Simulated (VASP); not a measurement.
Crystal: Te2Mo.

```
Te Mo
1.0
     3.49568    0.00000    0.00000
    -1.74784    3.02735    0.00000
     0.00000    0.00000   13.69484
Te Mo
4 2
Direct
  0.33333 0.66667 0.61724
  0.66667 0.33333 0.11724
  0.33333 0.66667 0.88276
  0.66667 0.33333 0.38276
  0.33333 0.66667 0.25000
  0.66667 0.33333 0.75000
```

Base run:

* Program: VASP 6.6.1
* Functional: r2SCAN
* Potentials or basis: VASP PAW PBE potentials, release 64 (Te, Mo_sv)
* Cutoff: 520 eV
* k mesh: 9 × 9 × 2
* Occupations: gaussian, width 0.03 eV
* Spin: no spin polarisation

Its results: band gap on the k mesh 0.77 eV, indirect (least direct gap 1.15 eV); pressure 3.2 GPa; largest force 0.266 eV/Å.

The run is repeated on the same cell with these changes: functional from r2SCAN to PBE. What comes out?

Band gap on the k mesh 0.67 eV, indirect (least direct gap 1.03 eV); pressure 3.7 GPa; largest force 0.011 eV/Å.

r2SCAN gives the wider gap, since meta-GGAs in the generalised Kohn-Sham scheme recover part of the derivative discontinuity.

Caveats: spin-orbit coupling is left out, which moves the levels of the heavy elements; the PAW data sets were made with another functional, which shifts forces and pressure a little (some runs); this functional lacks dispersion, which binds the layers, so the pressure and a relaxed spacing across them are unreliable (some runs).

A k mesh can miss the band edges.
